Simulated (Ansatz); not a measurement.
SiC (F-43m) as a strained film

```yaml
crystal:
  lattice:
    - [2.16449, 2.16449, 0.00000]
    - [-2.16449, 2.16449, 0.00000]
    - [0.00000, 2.16449, 2.16449]
  atoms:
    - { symbol: Si, position: [0.00000, 0.00000, 0.00000] }
    - { symbol: C, position: [0.75000, 0.25000, 0.50000] }
```

This cell was relaxed by PAW under LDA. A film on a (001) substrate is mimicked by stretching x and y by ε∥; the length along z and the atoms then relax by PAW (default files of Ansatz 0.2.0, cutoff 420 eV, stress met within about 0.05 GPa). Stress and levels come from LDA, all-electron LAPW in Ansatz 0.2.0, scalar-relativistic; k mesh 10×10×10, fixed occupations, basis error target 0.5 meV/atom. Conduction levels are in eV over the valence top, at fixed fractional wave vectors.

| ε∥ (%) | ε⊥ (%) | σ∥ (GPa, tension positive) | X ⊥ z | X ∥ z | L (oblique) | Γ | 2nd valence level at Γ | 3rd |
| --- | --- | --- | --- | --- | --- | --- | --- | --- |
| -2.0 | 1.378 | -9.51 | 1.092 | 1.415 | 5.574 | 6.736 | 0.000 | -0.246 |
| -1.0 | ? | ? | ? | ? | ? | ? | ? | ? |
| -0.5 | 0.351 | -2.24 | 1.248 | 1.328 | 5.596 | 6.570 | 0.000 | -0.059 |
| 0.0 | 0.000 | 0.02 | 1.300 | 1.300 | 5.564 | 6.513 | 0.000 | 0.000 |
| 0.5 | -0.355 | 2.21 | 1.294 | 1.214 | 5.460 | 6.398 | -0.057 | -0.057 |
| 1.0 | -0.715 | 4.32 | 1.289 | 1.131 | 5.345 | 6.285 | -0.113 | -0.113 |
| 2.0 | -1.447 | 8.35 | 1.284 | 0.970 | 5.092 | 6.061 | -0.220 | -0.220 |

The last two columns are counted from the highest valence level at Γ.

Task: How does the film contract along z, and how stiff is it in the plane?

Result: Quadratic fits through the 6 rows shown have slopes dε⊥/dε∥ = -0.706 and dσ∥/dε∥ = 446.3 GPa at zero strain. Elasticity asks −2C12/C11 = -0.707 and C11 + C12 − 2C12²/C11 = 445.3 GPa, from PAW constants C11 = 403.5, C12 = 142.7 GPa. At the level of the σ∥ column the films keep up to 0.01 GPa along z against the unstrained cell, and the constants are scalar-relativistic PAW values, so part of the difference is the change of level.

Task: Which shear deformation potential b does the valence splitting give?

Result: Without spin-orbit coupling the single level moves against the pair by 3b(ε⊥ − ε∥): -0.0589 eV at ε⊥ − ε∥ = 0.00851 and 0.0573 eV at -0.00855, so b = -2.27 eV.

Task: And the uniaxial potential of the lowest valleys?

Result: The valley along z moves against those in the plane by Ξu(ε⊥ − ε∥): from 0.0800 to -0.0794 eV between the two smallest strains, so Ξu = 9.34 eV.

Task: Fill the row at ε∥ = -1.0 %.

Result: The fits give ε⊥ = 0.698 % and σ∥ = -4.59 GPa. Computed: ε⊥ (%) = 0.698, σ∥ (GPa, tension positive) = -4.58, X ⊥ z = 1.196, X ∥ z = 1.357, L (oblique) = 5.609, Γ = 6.626, 2nd valence level at Γ = 0.000, 3rd = -0.120. The levels have a kink at zero strain, where another valence state takes the top, so one parabola doesn't fit them.

Task: What is the slope of the gap under small compression and under small tension?

Result: dE_g/dε∥ is 103 meV per % on the compressed side and -171 on the stretched side, so the gap falls either way. The lowest conduction level lies at X ⊥ z under the strongest compression and at X ∥ z under the strongest tension.

Limits of these numbers: the frozen-core PAW files of the relaxations were fitted under PBE, their cores solved anew for this functional; semilocal gaps are low, and the spacing of valleys can be off by tenths of an eV; levels are read at fixed fractional k, so an edge that moves off these points is missed.
